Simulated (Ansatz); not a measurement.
# Ta2N: the cost of one run

Method: DFT PBE, scalar-relativistic, plane waves, PAW, in Ansatz 0.2.0.

### Step 1. The system as given

Symmetry: P-31m, No. 162, trigonal system. The conventional cell has a = 5.297 Å, b = 5.297 Å, c = 4.939 Å, α = 90.00°, β = 90.00°, γ = 120.00°. Around Ta (site symmetry m) lie 3 N at 2.15 to 2.16 Å. N (site symmetry 32) has 6 Ta at 2.16 Å in its first shell of neighbours. N (site symmetry -3m) has 6 Ta at 2.15 Å in its first shell of neighbours.

As a file:

```xyz
54
Lattice="7.9449 4.5870 0.0000 -7.9449 4.5870 0.0000 0.0000 0.0000 9.8784" Properties=species:S:1:pos:R:3 pbc="T T T"
Ta   -3.5319    3.0566    3.7223
Ta   -3.5319    3.0566    8.6614
Ta    1.7647    3.0566    3.7223
Ta    1.7647    3.0566    8.6614
Ta   -0.8836    7.6435    3.7223
Ta   -0.8836    7.6435    8.6614
Ta   -0.8836    1.5304    3.7223
Ta   -0.8836    1.5304    8.6614
Ta   -3.5319    6.1174    3.7223
Ta   -3.5319    6.1174    8.6614
Ta    1.7647    6.1174    3.7223
Ta    1.7647    6.1174    8.6614
Ta   -6.1777    4.5870    3.7223
Ta   -6.1777    4.5870    8.6614
Ta   -0.8811    4.5870    3.7223
Ta   -0.8811    4.5870    8.6614
Ta    4.4154    4.5870    3.7223
Ta    4.4154    4.5870    8.6614
Ta    0.8836    1.5304    1.2169
Ta    0.8836    1.5304    6.1561
Ta   -1.7647    6.1174    1.2169
Ta   -1.7647    6.1174    6.1561
Ta    3.5319    6.1174    1.2169
Ta    3.5319    6.1174    6.1561
Ta   -1.7647    3.0566    1.2169
Ta   -1.7647    3.0566    6.1561
Ta    3.5319    3.0566    1.2169
Ta    3.5319    3.0566    6.1561
Ta    0.8836    7.6435    1.2169
Ta    0.8836    7.6435    6.1561
Ta   -4.4154    4.5870    1.2169
Ta   -4.4154    4.5870    6.1561
Ta    0.8811    4.5870    1.2169
Ta    0.8811    4.5870    6.1561
Ta    6.1777    4.5870    1.2169
Ta    6.1777    4.5870    6.1561
N    -2.6483    1.5290    2.4696
N    -2.6483    1.5290    7.4088
N     2.6483    1.5290    2.4696
N     2.6483    1.5290    7.4088
N     0.0000    6.1160    2.4696
N     0.0000    6.1160    7.4088
N    -5.2966    3.0580    2.4696
N    -5.2966    3.0580    7.4088
N     0.0000    3.0580    2.4696
N     0.0000    3.0580    7.4088
N     5.2966    3.0580    2.4696
N     5.2966    3.0580    7.4088
N     0.0000    0.0000    0.0000
N     0.0000    0.0000    4.9392
N    -2.6483    4.5870    0.0000
N    -2.6483    4.5870    4.9392
N     2.6483    4.5870    0.0000
N     2.6483    4.5870    4.9392
```

The runs take a perfect supercell of 54 atoms; the defect goes to fractional position (0.000, 0.667, 0.500).

### Step 2. The perfect supercell

File input.yaml:

```yaml
crystal:
  lattice:
    - [7.944858, 4.586966, 0.0]
    - [-7.944858, 4.586966, 0.0]
    - [0.0, 0.0, 9.878365]
  atoms:
    - { symbol: Ta, position: [0.110908, 0.555454, 0.376809] }
    - { symbol: Ta, position: [0.110908, 0.555454, 0.876809] }
    - { symbol: Ta, position: [0.444241, 0.222121, 0.376809] }
    - { symbol: Ta, position: [0.444241, 0.222121, 0.876809] }
    - { symbol: Ta, position: [0.777574, 0.888787, 0.376809] }
    - { symbol: Ta, position: [0.777574, 0.888787, 0.876809] }
    - { symbol: Ta, position: [0.111213, 0.222426, 0.376809] }
    - { symbol: Ta, position: [0.111213, 0.222426, 0.876809] }
    - { symbol: Ta, position: [0.444546, 0.889092, 0.376809] }
    - { symbol: Ta, position: [0.444546, 0.889092, 0.876809] }
    - { symbol: Ta, position: [0.777879, 0.555759, 0.376809] }
    - { symbol: Ta, position: [0.777879, 0.555759, 0.876809] }
    - { symbol: Ta, position: [0.111213, 0.888787, 0.376809] }
    - { symbol: Ta, position: [0.111213, 0.888787, 0.876809] }
    - { symbol: Ta, position: [0.444546, 0.555454, 0.376809] }
    - { symbol: Ta, position: [0.444546, 0.555454, 0.876809] }
    - { symbol: Ta, position: [0.777879, 0.222121, 0.376809] }
    - { symbol: Ta, position: [0.777879, 0.222121, 0.876809] }
    - { symbol: Ta, position: [0.222426, 0.111213, 0.123191] }
    - { symbol: Ta, position: [0.222426, 0.111213, 0.623191] }
    - { symbol: Ta, position: [0.555759, 0.777879, 0.123191] }
    - { symbol: Ta, position: [0.555759, 0.777879, 0.623191] }
    - { symbol: Ta, position: [0.889092, 0.444546, 0.123191] }
    - { symbol: Ta, position: [0.889092, 0.444546, 0.623191] }
    - { symbol: Ta, position: [0.222121, 0.444241, 0.123191] }
    - { symbol: Ta, position: [0.222121, 0.444241, 0.623191] }
    - { symbol: Ta, position: [0.555454, 0.110908, 0.123191] }
    - { symbol: Ta, position: [0.555454, 0.110908, 0.623191] }
    - { symbol: Ta, position: [0.888787, 0.777574, 0.123191] }
    - { symbol: Ta, position: [0.888787, 0.777574, 0.623191] }
    - { symbol: Ta, position: [0.222121, 0.777879, 0.123191] }
    - { symbol: Ta, position: [0.222121, 0.777879, 0.623191] }
    - { symbol: Ta, position: [0.555454, 0.444546, 0.123191] }
    - { symbol: Ta, position: [0.555454, 0.444546, 0.623191] }
    - { symbol: Ta, position: [0.888787, 0.111213, 0.123191] }
    - { symbol: Ta, position: [0.888787, 0.111213, 0.623191] }
    - { symbol: "N", position: [0.0, 0.333333, 0.25] }
    - { symbol: "N", position: [0.0, 0.333333, 0.75] }
    - { symbol: "N", position: [0.333333, 0.0, 0.25] }
    - { symbol: "N", position: [0.333333, 0.0, 0.75] }
    - { symbol: "N", position: [0.666667, 0.666667, 0.25] }
    - { symbol: "N", position: [0.666667, 0.666667, 0.75] }
    - { symbol: "N", position: [0.0, 0.666667, 0.25] }
    - { symbol: "N", position: [0.0, 0.666667, 0.75] }
    - { symbol: "N", position: [0.333333, 0.333333, 0.25] }
    - { symbol: "N", position: [0.333333, 0.333333, 0.75] }
    - { symbol: "N", position: [0.666667, 0.0, 0.25] }
    - { symbol: "N", position: [0.666667, 0.0, 0.75] }
    - { symbol: "N", position: [0.0, 0.0, 0.0] }
    - { symbol: "N", position: [0.0, 0.0, 0.5] }
    - { symbol: "N", position: [0.333333, 0.666667, 0.0] }
    - { symbol: "N", position: [0.333333, 0.666667, 0.5] }
    - { symbol: "N", position: [0.666667, 0.333333, 0.0] }
    - { symbol: "N", position: [0.666667, 0.333333, 0.5] }
basis:
  ecutwfc: 420
  fft_grid_basis: typed
kpoints:
  mp_grid: { grid: [3, 3, 1] }
hamiltonian:
  xc: pbe
  pseudopotentials: { kind: paw }
scf:
  occupations: { method: gaussian, width: 0.05 }
output:
  forces: true
  stress: false
  eigenvalues: true
  bader: false
  write_density: true
  volumetric_format: npy
```

Launch:

```
$ ansatz run input.yaml --threads 8 --pin off --max-ram 16384MiB --backend cpu --events-out ev --progress --plain --runs-dir out
```

What time and memory should one allow on 8 threads of Arm Neoverse N1, shared host?

About 12 s, with a peak of 3.4 GiB.
